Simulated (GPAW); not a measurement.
Runs of GPAW 26.7.0 on ZnO (zincite). The structure is hexagonal, space group P6_3mc (No. 186). Conventional cell: a = 3.249 Å, b = 3.249 Å, c = 5.206 Å, α = 90.00°, β = 90.00°, γ = 120.00°. Zn (site symmetry 3m) is surrounded by 4 O at 1.97 to 1.98 Å. Around O (site symmetry 3m) lie 4 Zn at 1.97 to 1.98 Å. 

```csv
task,level,potentials or basis,cell,k mesh,maxiter,optimizer,fmax,max steps,older calculator (legacy_gpaw),gap on the mesh (eV),pressure (GPa),relaxed volume (Å³/atom),largest force (eV/Å)
relaxation of cell and atoms,PBEsol+D3(BJ),"PAW data sets generated in the run's folder for this functional, pw",relaxed,6 × 6 × 4,150,BFGS,0.02 eV/Å,60,-,0.72,-0.1,11.57,0.01
band structure,optB88-vdW,"GPAW PAW data sets (gpaw-data 1.2.1), pw",as given,6 × 6 × 3,150,-,-,-,yes,0.96,-,-,0.07
band structure,r2SCAN,"GPAW PAW data sets (gpaw-data 1.2.1), pw",as given,8 × 8 × 4,150,-,-,-,-,1.24,-1.7,-,0.07
relaxation of cell and atoms,PW91,"PAW data sets generated in the run's folder for this functional, pw",relaxed,6 × 6 × 3,150,FIRE,0.05 eV/Å,40,-,0.77,0.1,12.21,0.04
relaxation of cell and atoms,PW91+D4,"PAW data sets generated in the run's folder for this functional, pw",relaxed,6 × 6 × 3,150,BFGS,0.01 eV/Å,40,-,0.79,0.0,11.97,0.01
band structure,vdW-DF,"GPAW PAW data sets (gpaw-data 1.2.1), pw",as given,6 × 6 × 3,150,-,-,-,-,1.09,-,-,(a)
relaxation of cell and atoms,r4SCAN,"GPAW PAW data sets (gpaw-data 1.2.1), pw",relaxed,6 × 6 × 3,150,LBFGS,0.02 eV/Å,60,-,1.22,0.0,(b),0.01
band structure,revPBE,"the program's PAW data sets (release 1.2.1) made for this functional, pw",as given,6 × 6 × 3,150,-,-,-,-,0.87,9.1,-,0.08
band structure,LDA,"the program's PAW data sets (release 1.2.1) made for this functional, pw",as given,9 × 9 × 5,150,-,-,-,-,0.73,-8.3,-,0.05
band structure,PBEsol,"PAW data sets generated in the run's folder for this functional, pw",as given,9 × 9 × 5,150,-,-,-,-,0.69,-1.5,-,0.06
band structure,LDA,"JTH PAW 2.0, LDA, pw",as given,6 × 6 × 3,150,-,-,-,-,0.73,-8.1,-,0.05
single point,PBE,"SG15 ONCV 1.2, pw",as given,8 × 8 × 4,80,-,-,-,-,0.86,-16.3,-,0.14
```

Alike in all rows: no spin polarisation; cutoff (eV) 800; smearing fermi-dirac 0.05 eV.

Task: Fill in the values left out.

Result: (a) 0.09; (b) 11.72.

Caveats: later steps reuse the first step's grids (some runs); the PAW data sets were made with another functional, which shifts forces and pressure a little (some runs); an odd mesh through Γ misses points on the zone boundary, where band edges often lie (some runs); the program truncates these outside data sets (some runs); so large a pressure means that the cell lies far from this level's equilibrium, or that cutoff or potentials fall short (some runs).

Not every run made on this cell is shown here.
